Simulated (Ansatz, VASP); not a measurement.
V in VASP and in Ansatz

INCAR

```
PREC     = Accurate       # precision mode
ENCUT    = 520            # plane-wave cutoff, eV
EDIFF    = 1E-6           # SCF threshold, eV
ISMEAR   = 0              # smearing method
SIGMA    = 0.1            # smearing width, eV
LREAL    = F              # projectors in reciprocal space
LASPH    = T              # aspherical terms in the spheres
NELM     = 150            # most SCF steps
ALGO     = Normal         # electronic algorithm
ISIF     = 2              # what is computed and relaxed
LWAVE    = F              # write WAVECAR
LCHARG   = F              # write CHGCAR
ISPIN    = 2              # spin polarisation
MAGMOM   = 2 2 2 2        # initial moments
LORBIT   = 11             # projections on sites
LMAXMIX  = 4              # l up to which the mixer works
GGA      = PE             # functional
NBANDS   = 38             # bands
```

The input KPOINTS:

```
regular mesh
0
Gamma
  4 4 4
```

POSCAR

```
V
1.0
    2.6647449099     -4.5105916128      0.0000000000
    2.6647449099      4.5105916128      0.0000000000
    0.0000000000      0.0000000000      5.3484018794
V
4
Direct
    0.6562923084      0.3437076916      0.4174800566
    0.8437076916      0.1562923084      0.9174800566
    0.3437076916      0.6562923084      0.5825199434
    0.1562923084      0.8437076916      0.0825199434
```

Input for Ansatz:

```yaml
crystal:
  lattice:
    - [2.6647449099, -4.5105916128, 0.0]
    - [2.6647449099, 4.5105916128, 0.0]
    - [0.0, 0.0, 5.3484018794]
  atoms:
    - { symbol: V, position: [0.6562923084, 0.3437076916, 0.4174800566], spin: 2.0 }
    - { symbol: V, position: [0.8437076916, 0.1562923084, 0.9174800566], spin: 2.0 }
    - { symbol: V, position: [0.3437076916, 0.6562923084, 0.5825199434], spin: 2.0 }
    - { symbol: V, position: [0.1562923084, 0.8437076916, 0.0825199434], spin: 2.0 }
basis:
  ecutwfc: 420
kpoints:
  mp_grid: { grid: [4, 4, 4] }
hamiltonian:
  xc: pbe
scf:
  occupations: { method: gaussian, width: 0.1 }
  lower_state_search: "off"
output:
  forces: true
  stress: true
  eigenvalues: true
  populations: true
magnetization:
  spin_polarized: true
```

Alike in both runs: task single point; functional PBE; k mesh 4 × 4 × 4; occupations gaussian, width 0.1 eV; collinear spin.

|  | VASP | Ansatz |
| --- | --- | --- |
| version | VASP 6.6.1 | Ansatz 0.2.0 |
| potentials or method | VASP PAW PBE potentials, release 64 (V_sv) | scalar-relativistic, plane waves, PAW |
| plane-wave cutoff (eV) | 520 | 420 |
| valence electrons in the cell | 52 | 52 |

Ansatz gave:

```
gap on the k mesh at the Fermi level (eV)                     : none
pressure (GPa)                                                : -10.2
largest component of the traceless stress (GPa)               : 0.83
rms of the force components (eV/Å)                            : 0.074
net moment per atom (μB)                                      : 3.47
size of the moment on the site where the two differ most (μB) : 2.89
```

Q: Which values does VASP return?

A: gap on the k mesh at the Fermi level (eV): none; pressure (GPa): -10.1; largest component of the traceless stress (GPa): 0.82; rms of the force components (eV/Å): 0.073; net moment per atom (μB): 3.47; size of the moment on the site where the two differ most (μB): 2.80.

Site moments also hang on the region over which each program counts them. Atom by atom the forces differ by 0.001 eV/Å (rms over components). A gap of «none» marks a metal or a gap that the smearing closes.
